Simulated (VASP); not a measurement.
# InSe monolayer under biaxial strain

Aim: strain InSe monolayer in both directions of its plane and follow energy, thickness and gap.

Method: PBE with D3(BJ); plane waves and PAW (In, Se), in the first sound run; inputs show where later runs differ, in VASP 6.6.1.

This is a report of a sequence of runs, with most program output left out.

## (1) The starting structure

The cell holds 4 atoms: 2 In and 2 Se. Its edges and angles: a = 4.090 Å, b = 4.090 Å, c = 22.000 Å, α = 90.0°, β = 90.0°, γ = 120.0°. Vacuum lies along c.

As a file:

```xyz
4
Lattice="4.0900 0.0000 0.0000 -2.0450 3.5420 0.0000 0.0000 0.0000 22.0000" Properties=species:S:1:pos:R:3
In    0.0000    2.3614    9.5850
In    0.0000    2.3614   12.4150
Se    2.0450    1.1807    8.3050
Se    2.0450    1.1807   13.6950
```

## (2) Relaxing the monolayer

The sheet's cell relaxes in its plane with the atoms, while the vacuum is kept.

Contents of INCAR:

```
SYSTEM = InSe
PREC = Normal
ENCUT = 350
EDIFF = 1E-06
NELM = 120
ISMEAR = 0
SIGMA = 0.03
LREAL = .FALSE.
ALGO = Normal
GGA = PE
IVDW = 12
NBANDS = 15
LORBIT = 11
LWAVE = .FALSE.
LCHARG = .FALSE.
KPAR = 4
IBRION = 2
NSW = 50
ISIF = 3
EDIFFG = -0.015
POTIM = 0.4
IDIPOL = 3
LDIPOL = .TRUE.
DIPOL = 0.5 0.5 0.5
LATTICE_CONSTRAINTS = .TRUE. .TRUE. .FALSE.
```

Contents of POSCAR:

```
InSe
1.0
    4.0900000000      0.0000000000      0.0000000000
   -2.0450000000      3.5420439015      0.0000000000
    0.0000000000      0.0000000000     22.0000000000
In Se
2 2
Direct
    0.3333333333      0.6666666667      0.4356818182
    0.3333333333      0.6666666667      0.5643181818
    0.6666666667      0.3333333333      0.3775000000
    0.6666666667      0.3333333333      0.6225000000
```

Contents of KPOINTS:

```
Automatic mesh
0
Gamma
9 9 1
0 0 0
```

Potentials, in the order of the species: In and Se (PBE family, release 64).

Command:

```bash
$ mpirun -np 4 vasp_std
```

Wall time 45 s (4 MPI ranks of AMD EPYC 7571, shared host); peak memory 0.82 GiB.

The gap is read on the k-mesh alone, so it is an upper bound where the band edges lie off the mesh. The data set In keeps the semicore shell frozen, which is cheaper and a little less accurate. The run keeps the 12 symmetry operations of its start, so it cannot find a distortion of lower symmetry.

Relaxation path:

```
step  energy less that of the first step (eV)  largest force (eV/Å)  pressure (GPa)  volume (Å³)
   1                                   0.0000                0.1547           -0.38       318.71
   2                                  -0.0099                0.1991           -0.10       313.72
   3                                  -0.0111                0.2207            0.02       311.54
   4                                  -0.0142                0.0355            0.00       310.78
   5                                  -0.0143                0.0047           -0.01       310.62
```

```csv
cell as run,before,after,change
a (Å),4.090,4.038,-1.3 %
b (Å),4.090,4.038,-1.3 %
```

The atoms that moved most (Å, along periodic axes as changes of fractional coordinates times the final cell, across vacuum about the mean position):

| atom | dx | dy | dz | length |
| --- | --- | --- | --- | --- |
| In1 | 0.000 | 0.000 | 0.022 | 0.022 |
| In2 | 0.000 | 0.000 | -0.022 | 0.022 |

Final coordinates:

```cif
data_structure
_symmetry_space_group_name_H-M 'P 1'
_symmetry_Int_Tables_number 1
_cell_length_a 4.0377
_cell_length_b 4.0377
_cell_length_c 22.0000
_cell_angle_alpha 90.000
_cell_angle_beta 90.000
_cell_angle_gamma 120.000
_cell_volume 310.62
loop_
_atom_site_label
_atom_site_type_symbol
_atom_site_fract_x
_atom_site_fract_y
_atom_site_fract_z
_atom_site_occupancy
In1 In 0.33333 0.66667 0.43669 1
In2 In 0.33333 0.66667 0.56331 1
Se3 Se 0.66667 0.33333 0.37738 1
Se4 Se 0.66667 0.33333 0.62262 1
```

This step gave:

* electronic cycles: 45
* electrons: 18
* free energy (TOTEN): -15.08 eV
* Fermi energy: -2.801 eV
* metallic: no
* dipole moment: 0, 0, 0 e·Å
* gap on the k-mesh: 1.633 eV
* least direct gap on the k-mesh: 1.699 eV

The run ended after 5 ionic steps, 0.014 eV below its first step, once forces and stress met EDIFFG = -0.015.

## (3) A second relaxation

The plane waves were chosen for the start cell, so the relaxation is repeated from its end.

INCAR: that of step 2 with these lines changed.

```diff
@@ -17,3 +17,3 @@
 IBRION = 2
-NSW = 50
+NSW = 30
 ISIF = 3
```

Contents of POSCAR:

```
InSe
1.0
    4.0377204480      0.0000000000      0.0000000000
   -2.0188602240      3.4967684814      0.0000000000
    0.0000000000      0.0000000000     22.0000000000
In Se
2 2
Direct
    0.3333333333      0.6666666667      0.4366860628
    0.3333333333      0.6666666667      0.5633139372
    0.6666666667      0.3333333333      0.3773759262
    0.6666666667      0.3333333333      0.6226240738
```

KPOINTS is that of step 2.

Command:

```bash
$ mpirun -np 4 vasp_std
```

Wall time 17 s (4 MPI ranks); peak memory 0.73 GiB; 65 s of CPU time.

Little changed from the start: no atom moved by 0.005 Å and no cell edge by 0.1 %.

Numbers from this step:

```yaml
electronic_cycles: 22
fermi_energy: -2.799 eV
```

The start already met the threshold, so nothing moved.

## (4) Potential and states of the slab

A static run writes the electrostatic potential without exchange and correlation (LVHAR), which is flat in the vacuum and gives the level to count from. The dipole correction cancels the field that unlike faces would set up across the vacuum.

Contents of INCAR:

```
SYSTEM = InSe
PREC = Normal
ENCUT = 350
EDIFF = 1E-06
NELM = 120
ISMEAR = 0
SIGMA = 0.03
LREAL = .FALSE.
ALGO = Fast
GGA = PE
IVDW = 12
NBANDS = 15
LORBIT = 11
LWAVE = .FALSE.
LCHARG = .TRUE.
IDIPOL = 3
LDIPOL = .TRUE.
DIPOL = 0.5 0.5 0.5
LVHAR = .TRUE.
LVACPOTAV = .TRUE.
NEDOS = 1500
LELF = .TRUE.
```

POSCAR is that of step 3.

KPOINTS is that of step 3.

Contents of KPOINTS_OPT:

```
Line mode
14
Line-mode
Reciprocal
  0.00000000   0.00000000   0.00000000 GAMMA
  0.50000000   0.00000000   0.00000000 M

  0.50000000   0.00000000   0.00000000 M
  0.33333333   0.33333333   0.00000000 K

  0.33333333   0.33333333   0.00000000 K
  0.00000000   0.00000000   0.00000000 GAMMA
```

Command:

```bash
$ mpirun -np 4 vasp_std
```

It took 36 s on 4 MPI ranks; peak memory 0.54 GiB.

Numbers from this step:

| Item | Value |
| --- | --- |
| electronic cycles | 21 |
| Fermi energy | -2.805 eV |
| least gap on mesh and path | 1.628 eV |
| least direct gap on mesh and path | 1.699 eV |
| vacuum levels | 3.093, 3.093 eV |
| ionisation potentials of the upper and lower face | 6.024, 6.024 eV |
| electron affinities of the upper and lower face | 4.395, 4.395 eV |

Electronic bands along the path, in eV, zero at the valence-band top; v1 is the highest filled band, c1 the lowest empty one:

| point | v4 | v3 | v2 | v1 | c1 | c2 | c3 | c4 |
| --- | --- | --- | --- | --- | --- | --- | --- | --- |
| Γ | -0.44 | -0.37 | -0.37 | -0.07 | 1.63 | 2.85 | 5.07 | 5.07 |
| 0.46 of the way | -1.65 | -0.95 | -0.82 | -0.05 | 2.75 | 3.06 | 4.78 | 4.97 |
| M | -1.50 | -1.46 | -1.29 | -0.92 | 2.32 | 2.34 | 4.25 | 4.54 |
| 0.46 of the way | -2.05 | -1.83 | -1.31 | -0.92 | 2.65 | 2.79 | 4.37 | 4.80 |
| K | -2.70 | -1.70 | -1.23 | -1.07 | 2.56 | 3.12 | 4.01 | 5.06 |
| 0.46 of the way | -1.69 | -1.60 | -1.46 | -0.18 | 3.08 | 3.25 | 4.31 | 5.31 |
| Γ | -0.44 | -0.37 | -0.37 | -0.07 | 1.63 | 2.85 | 5.07 | 5.07 |

Of the projections kept (In, Se), the largest for each band there; the rest of the weight can lie on other orbitals:

```csv
point,v4,v3,v2,v1,c1,c2,c3,c4
Γ,Se 0.77,Se 0.79,Se 0.79,Se 0.65,Se 0.51,In 0.78,In 0.89,In 0.89
M,Se 0.70,Se 0.64,Se 0.69,In 0.62,In 0.59,In 0.65,In 0.77,In 0.76
K,Se 0.60,Se 0.67,Se 0.77,In 0.75,In 0.67,In 0.64,In 0.60,In 0.68
Γ,Se 0.77,Se 0.79,Se 0.79,Se 0.65,Se 0.51,In 0.78,In 0.89,In 0.89
```

Zero at the Fermi level. Table of planar average of the electrostatic potential by height:

```csv
height (Å),planar average of the electrostatic potential (eV)
0,5.90
1,5.90
2,5.90
3,5.90
4,5.90
5,5.90
6,5.86
7,5.09
8,-4.12
9,-6.29
10,-4.13
11,3.06
12,-4.13
13,-6.29
14,-4.12
15,5.09
16,5.86
17,5.90
18,5.90
19,5.90
20,5.90
21,5.90
```

Density of states in the PAW spheres, an atom over height of the layer and energy from the Fermi level.

Ten even steps from '_' (0.00 states/eV) to '@' (1.38 states/eV), each cell a mean:
```
________
........
::::::::
==----==
**----**
%%----%%
**----**
--::::--
--------
........
________
__....__
........
..----..
__::::__
::@@@@::
________
________
________
________
________
________
```
Columns: height of the layer (Å) from 8.3 to 13.7 (not evenly spaced); rows upwards: energy from the Fermi level (eV) from -7.9 to 0.5.

ELF in the ca plane at fractional y = 0.333, with atoms of Se within 0.2 Å of it. It is the smooth field of the valence electrons, not physical close to the nuclei.

Ten even steps from '0' (0.00) to '9' (0.92), each cell a mean:
```
00000000000000125788888743211224688888753100
00000000000001247899988752100024788899975210
00000000000111358999778862000025787789986422
00000000002012368999558862000025786589986410
00000000000011358999778852000025788799986310
00000000000000246899998752100124789999874210
00000000000000023577887643222234678887642100
00000000000000001234455555555555555543210000
00000000000000000000123467777776532100000000
00000000000000000001223456666666543210000000
00000000000000001245566554444444556554310000
```
Columns run along c (16.0 Å, from fractional 0.04 to 0.77 of the cell), rows up along a (4.0 Å). Atoms in or near the plane, at fractional coordinates: Se at (0.38, 0.67), Se at (0.62, 0.67).

Valence density in the ca plane at fractional y = 0.333, with atoms of Se within 0.2 Å of it. It is the smooth field of the valence electrons, not physical close to the nuclei.

Ten even steps from '0' (-0.03 e/Å³) to '9' (0.84 e/Å³), each cell a mean:
```
00000000000000000123554311100011234543100000
00000000000000000147997421000001258996310000
00000000000000001279559621000001378479510000
00000000000000001388118631000001386049620000
00000000000000001269779521000001378689510000
00000000000000000137887421000011258886210000
00000000000000000013443211100011234442100000
00000000000000000001122211111111122211000000
00000000000000000000111111111111111100000000
00000000000000000000111111111111111110000000
00000000000000000001222211111111122211000000
```
Columns run along c (16.0 Å, from fractional 0.04 to 0.77 of the cell), rows up along a (4.0 Å). Atoms in or near the plane, at fractional coordinates: Se at (0.38, 0.67), Se at (0.62, 0.67).

The map of layer states is cut here 0.5 eV above the Fermi level, so it leaves out the states above that.

The vacuum level lies 6.02 eV above the highest filled level at the upper face; both faces agree, as the slab has next to no dipole.

The program found no field-free point at its default tolerance, but its printed level agrees with the flat part of the planar average.

## (5) Strained, atoms relaxed, biaxial strain -0.04

The cell is held at the strained lattice, and the atoms relax in it.

Contents of INCAR:

```
SYSTEM = InSe
PREC = Normal
ENCUT = 350
EDIFF = 1E-06
NELM = 120
ISMEAR = 0
SIGMA = 0.03
LREAL = .FALSE.
ALGO = Fast
GGA = PE
IVDW = 12
NBANDS = 15
LORBIT = 11
LWAVE = .FALSE.
LCHARG = .FALSE.
KPAR = 4
IBRION = 2
NSW = 30
ISIF = 2
EDIFFG = -0.015
POTIM = 0.4
MAXMIX = 40
IDIPOL = 3
LDIPOL = .TRUE.
DIPOL = 0.5 0.5 0.5
```

POSCAR: that of step 4 with these lines changed.

```diff
@@ -2,4 +2,4 @@
 1.0
-    4.0377204480      0.0000000000      0.0000000000
-   -2.0188602240      3.4967684814      0.0000000000
+    3.8762116301      0.0000000000      0.0000000000
+   -1.9381058150      3.3568977421      0.0000000000
     0.0000000000      0.0000000000     22.0000000000
```

KPOINTS is that of step 4.

Command:

```bash
$ mpirun -np 4 vasp_std
```

The job ended after 56 s (4 MPI ranks; peak memory 0.77 GiB; 3.6 min of CPU time).

The steps of the relaxation:

| step | energy less that of the first step (eV) | largest force (eV/Å) |
| --- | --- | --- |
| 1 | 0.0000 | 0.7832 |
| 2 | -0.0522 | 0.2556 |
| 3 | -0.0532 | 0.1779 |
| 4 | -0.0576 | 0.1476 |
| 5 | -0.0658 | 0.0609 |
| 6 | -0.0613 | 0.1091 |
| 7 | -0.0672 | 0.0087 |

The atoms that moved most (Å):

| atom | dx | dy | dz | length |
| --- | --- | --- | --- | --- |
| Se4 | 0.000 | 0.000 | 0.087 | 0.087 |
| Se3 | 0.000 | 0.000 | -0.087 | 0.087 |

Final coordinates:

```
In Se
1.0
     3.87621    0.00000    0.00000
    -1.93811    3.35690    0.00000
     0.00000    0.00000   22.00000
In Se
2 2
Direct
  0.33333 0.66667 0.43682
  0.33333 0.66667 0.56318
  0.66667 0.33333 0.37344
  0.66667 0.33333 0.62656
```

This step gave:

```yaml
electronic_cycles: 75
free_energy_toten: -14.98 eV
fermi_energy: -2.567 eV
gap_on_the_k_mesh: 2.036 eV
least_direct_gap_on_the_k_mesh: 2.036 eV
```

The run ended after 7 ionic steps, 0.067 eV below its first step, once the forces on the free atoms met EDIFFG = -0.015.

## (6) Strained, levels with spin-orbit coupling, biaxial strain -0.04

This step: PBE with D3(BJ), spin-orbit coupling; plane waves and PAW (In, Se) (VASP 6.6.1).

A static run with spin-orbit coupling gives the gap and the vacuum level at this strain.

Contents of INCAR:

```
SYSTEM = InSe
PREC = Normal
ENCUT = 350
EDIFF = 1E-06
NELM = 120
ISMEAR = 0
SIGMA = 0.03
LREAL = .FALSE.
ALGO = Fast
GGA = PE
IVDW = 12
LNONCOLLINEAR = .TRUE.
MAGMOM = 0 0 0 0 0 0 0 0 0 0 0 0
NBANDS = 30
GGA_COMPAT = .FALSE.
LASPH = .TRUE.
LSORBIT = .TRUE.
LWAVE = .FALSE.
LCHARG = .FALSE.
KPAR = 4
IDIPOL = 3
LDIPOL = .TRUE.
DIPOL = 0.5 0.5 0.5
LVHAR = .TRUE.
LVACPOTAV = .TRUE.
```

Contents of POSCAR:

```
InSe
1.0
    3.8762116301      0.0000000000      0.0000000000
   -1.9381058150      3.3568977421      0.0000000000
    0.0000000000      0.0000000000     22.0000000000
In Se
2 2
Direct
    0.3333333333      0.6666666667      0.4368244425
    0.3333333333      0.6666666667      0.5631755575
    0.6666666667      0.3333333333      0.3734420757
    0.6666666667      0.3333333333      0.6265579243
```

KPOINTS is that of step 5.

KPOINTS_OPT is that of step 4.

Command:

```bash
$ mpirun -np 4 vasp_ncl
```

The job ended after 3 min (4 MPI ranks; peak memory 1.9 GiB).

LASPH is switched on together with spin-orbit coupling, so the change from the scalar run holds both.

This step gave:

| Quantity | Value |
| --- | --- |
| electronic cycles | 23 |
| free energy (TOTEN) | -15.06 eV |
| Fermi energy | -2.422 eV |
| least gap on mesh and path | 1.898 eV |
| least direct gap on mesh and path | 1.898 eV |
| vacuum levels | 3.31, 3.31 eV |
| ionisation potentials of the upper and lower face | 5.861, 5.861 eV |
| electron affinities of the upper and lower face | 3.963, 3.963 eV |

On-site spin-orbit energy by atom:

```csv
atom,on-site spin-orbit energy (eV)
In1,-0.0334
In2,-0.0334
Se3,-0.0413
Se4,-0.0413
```

The electronic bands at the labelled points (eV, zero at the valence-band top; v1 is the highest filled band, c1 the lowest empty one):

```csv
point,v4,v3,v2,v1,c1,c2,c3,c4
Γ,-0.06,-0.06,0.00,0.00,1.90,1.90,3.29,3.29
0.46 of the way,-0.70,-0.70,-0.35,-0.35,2.90,2.90,3.13,3.13
M,-1.28,-1.28,-1.11,-1.11,2.14,2.14,2.30,2.30
0.54 of the way,-1.57,-1.51,-1.23,-1.17,2.36,2.36,2.72,2.81
K,-1.52,-1.46,-1.35,-1.26,2.14,2.17,2.94,3.07
0.46 of the way,-1.45,-1.41,-0.45,-0.43,3.05,3.12,3.17,3.20
Γ,-0.06,-0.06,0.00,0.00,1.90,1.90,3.29,3.29
```

The planar average of the electrostatic potential oscillates, so the rows of the table below give means over windows of 1 Å about each position, cut where the curve ends. Its maxima inside the range that stand out by 2 % of the span (Å: eV): 9.1: -5.86, 11.0: 2.72, 12.9: -5.86. Its minima: 8.7: -7.23, 9.6: -6.68, 12.4: -6.68, 13.3: -7.23.

Zero at the Fermi level. The planar average of the electrostatic potential by height; means over each step:

```csv
height (Å),planar average of the electrostatic potential (eV)
0,5.73
1,5.73
2,5.73
3,5.73
4,5.73
5,5.73
6,5.65
7,4.18
8,-4.51
9,-6.52
10,-4.49
11,1.62
12,-4.49
13,-6.52
14,-4.51
15,4.18
16,5.65
17,5.73
18,5.73
19,5.73
20,5.73
21,5.73
```

## (7) Strained, atoms relaxed, biaxial strain -0.03

This step: PBE with D3(BJ); plane waves and PAW (In, Se) (VASP 6.6.1).

Contents of INCAR:

```
SYSTEM = InSe
PREC = Normal
ENCUT = 350
EDIFF = 1E-06
NELM = 120
ISMEAR = 0
SIGMA = 0.03
LREAL = .FALSE.
ALGO = Fast
GGA = PE
IVDW = 12
NBANDS = 15
LORBIT = 11
LWAVE = .FALSE.
LCHARG = .FALSE.
KPAR = 4
IBRION = 2
NSW = 30
ISIF = 2
EDIFFG = -0.015
POTIM = 0.4
MAXMIX = 40
IDIPOL = 3
LDIPOL = .TRUE.
DIPOL = 0.5 0.5 0.5
```

Contents of POSCAR:

```
InSe
1.0
    3.9165888346      0.0000000000      0.0000000000
   -1.9582944173      3.3918654270      0.0000000000
    0.0000000000      0.0000000000     22.0000000000
In Se
2 2
Direct
    0.3333333333      0.6666666667      0.4366860628
    0.3333333333      0.6666666667      0.5633139372
    0.6666666667      0.3333333333      0.3773759262
    0.6666666667      0.3333333333      0.6226240738
```

KPOINTS is that of step 6.

Command:

```bash
$ mpirun -np 4 vasp_std
```

The job ended after 53 s (4 MPI ranks; peak memory 0.76 GiB; 3.4 min of CPU time).

Step by step:

```csv
step,energy less that of the first step (eV),largest force (eV/Å)
1,0.0000,0.5604
2,-0.0275,0.2015
3,-0.0284,0.1279
4,-0.0308,0.1100
5,-0.0353,0.0432
6,-0.0331,0.0830
7,-0.0362,0.0007
```

The atoms that moved most (Å):

```csv
atom,dx,dy,dz,length
Se4,0.000,0.000,0.065,0.065
Se3,0.000,0.000,-0.065,0.065
```

The relaxed structure:

```xyz
4
Lattice="3.9166 0.0000 0.0000 -1.9583 3.3919 0.0000 0.0000 0.0000 22.0000" Properties=species:S:1:pos:R:3
In    0.0000    2.2612    9.6098
In    0.0000    2.2612   12.3902
Se    1.9583    1.1306    8.2376
Se    1.9583    1.1306   13.7624
```

The run ended after 7 ionic steps, 0.036 eV below its first step, once the forces on the free atoms met EDIFFG = -0.015.

## (8) Strained, levels with spin-orbit coupling, biaxial strain -0.03

This step: PBE with D3(BJ), spin-orbit coupling; plane waves and PAW (In, Se) (VASP 6.6.1).

Contents of INCAR:

```
SYSTEM = InSe
PREC = Normal
ENCUT = 350
EDIFF = 1E-06
NELM = 120
ISMEAR = 0
SIGMA = 0.03
LREAL = .FALSE.
ALGO = Fast
GGA = PE
IVDW = 12
LNONCOLLINEAR = .TRUE.
MAGMOM = 0 0 0 0 0 0 0 0 0 0 0 0
NBANDS = 30
GGA_COMPAT = .FALSE.
LASPH = .TRUE.
LSORBIT = .TRUE.
LWAVE = .FALSE.
LCHARG = .FALSE.
KPAR = 4
IDIPOL = 3
LDIPOL = .TRUE.
DIPOL = 0.5 0.5 0.5
LVHAR = .TRUE.
LVACPOTAV = .TRUE.
```

Contents of POSCAR:

```
InSe
1.0
    3.9165888346      0.0000000000      0.0000000000
   -1.9582944173      3.3918654270      0.0000000000
    0.0000000000      0.0000000000     22.0000000000
In Se
2 2
Direct
    0.3333333333      0.6666666667      0.4368102419
    0.3333333333      0.6666666667      0.5631897581
    0.6666666667      0.3333333333      0.3744355115
    0.6666666667      0.3333333333      0.6255644885
```

KPOINTS is that of step 7.

KPOINTS_OPT is that of step 6.

Command:

```bash
$ mpirun -np 4 vasp_ncl
```

It took 3 min on 4 MPI ranks; peak memory 1.9 GiB.

## (9) Strained, atoms relaxed, biaxial strain -0.02

This step: PBE with D3(BJ); plane waves and PAW (In, Se) (VASP 6.6.1).

Contents of INCAR:

```
SYSTEM = InSe
PREC = Normal
ENCUT = 350
EDIFF = 1E-06
NELM = 120
ISMEAR = 0
SIGMA = 0.03
LREAL = .FALSE.
ALGO = Fast
GGA = PE
IVDW = 12
NBANDS = 15
LORBIT = 11
LWAVE = .FALSE.
LCHARG = .FALSE.
KPAR = 4
IBRION = 2
NSW = 30
ISIF = 2
EDIFFG = -0.015
POTIM = 0.4
MAXMIX = 40
IDIPOL = 3
LDIPOL = .TRUE.
DIPOL = 0.5 0.5 0.5
```

Contents of POSCAR:

```
InSe
1.0
    3.9569660390      0.0000000000      0.0000000000
   -1.9784830195      3.4268331118      0.0000000000
    0.0000000000      0.0000000000     22.0000000000
In Se
2 2
Direct
    0.3333333333      0.6666666667      0.4366860628
    0.3333333333      0.6666666667      0.5633139372
    0.6666666667      0.3333333333      0.3773759262
    0.6666666667      0.3333333333      0.6226240738
```

KPOINTS is that of step 8.

Command:

```bash
$ mpirun -np 4 vasp_std
```

Run time: 53 s. Hardware: 4 MPI ranks; peak memory 0.79 GiB.

The steps of the relaxation:

```
step  energy less that of the first step (eV)  largest force (eV/Å)
   1                                   0.0000                0.3552
   2                                  -0.0114                0.1382
   3                                  -0.0119                0.0827
   4                                  -0.0129                0.0707
   5                                  -0.0149                0.0297
   6                                  -0.0141                0.0460
   7                                  -0.0153                0.0012
```

The atoms that moved most (Å):

```
atom     dx     dy      dz  length
 Se4  0.000  0.000   0.043   0.043
 Se3  0.000  0.000  -0.043   0.043
```

The relaxed structure:

```xyz
4
Lattice="3.9570 0.0000 0.0000 -1.9785 3.4268 0.0000 0.0000 0.0000 22.0000" Properties=species:S:1:pos:R:3
In    0.0000    2.2846    9.6086
In    0.0000    2.2846   12.3914
Se    1.9785    1.1423    8.2588
Se    1.9785    1.1423   13.7412
```

The run ended after 7 ionic steps, 0.015 eV below its first step, once the forces on the free atoms met EDIFFG = -0.015.

(Part 1 of 2 ends here.)

[Lines on the potential files, build, host, timing and source positions are cut from VASP's logs without a mark.]

[Logs are printed without paths, hosts, clocks, repeated set-up lines and the standing remarks that a program may print on its own settings, such as how far it seeks lower states.]

[Hosts, paths, dates, database ids (printed as entryN), source tags and the programs' standing remarks are cut or masked in the printed files.]

[Runs that stopped without an error message from VASP are left out.]
